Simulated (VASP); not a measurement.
Wanted: the native input for a VASP 6.6.1 run.

| Property | Result |
| --- | --- |
| Task | relaxation of the atoms |
| Functional | PBE |
| Dispersion | D2 |
| Potentials or basis | VASP PAW PBE potentials, release 64 (K_sv) |
| Cutoff | 520 eV |
| k mesh | 7 × 7 × 1 |
| Occupations | fermi-dirac, width 0.05 eV |
| Spin | no spin polarisation |
| Dipole correction | yes |
| Atoms held fixed (from 0) | [0] |
| Further INCAR settings | ALGO = Normal; EDIFF = 1e-06; IBRION = 2; EDIFFG = -0.01; NSW = 60 |

The structure of K lies in POSCAR:

```
K
1.0
    4.7251254772      0.0000000000      0.0000000000
   -2.2093571875      4.1767872334      0.0000000000
    0.0000000000      0.0000000000     22.8117980100
K
3
Selective dynamics
Direct
    0.1793869800      0.8206130200      0.3287772405  F F F
    0.8206130200      0.1793869800      0.5000000000  T T T
    0.1793869800      0.8206130200      0.6712227595  T T T
```

These files were run (other wordings do the same):

INCAR

```
ALGO = Normal ; DIPOL = 0.5 0.5 0.500
EDIFF = 1E-6 ; EDIFFG = -0.01
ENCUT = 520 ; GGA = PE
IBRION = 2 ; IDIPOL = 3
ISIF = 2 ; ISMEAR = -1
IVDW = 1 ; LASPH = True
LCHARG = False ; LDIPOL = True
LREAL = False ; LWAVE = False
NELM = 80 ; NSW = 60
PREC = Accurate ; SIGMA = 0.05
```

KPOINTS

```
k-points
0
Gamma
  7 7 1
```

Potentials or basis: VASP PAW PBE potentials, release 64 (K_sv).

Launch:

```console
$ cat potpaw_PBE.64/K_sv/POTCAR > POTCAR
$ mpirun -np 1 vasp_std > vasp.out
```

It gave:

The energy gained by relaxing is 4.7 meV/atom, the ionic steps are 11 and the band gap on the k mesh is none (metal or under the smearing width). The dispersion energy per atom is -0.045 eV.

Caveat: atom-pairwise D2, TS and ULG terms overbind metals.

Wall time 27 min on 1 thread of Intel(R) Xeon(R) Platinum 8488C (Sapphire Rapids), on a shared host, peak memory 0.59 GiB.
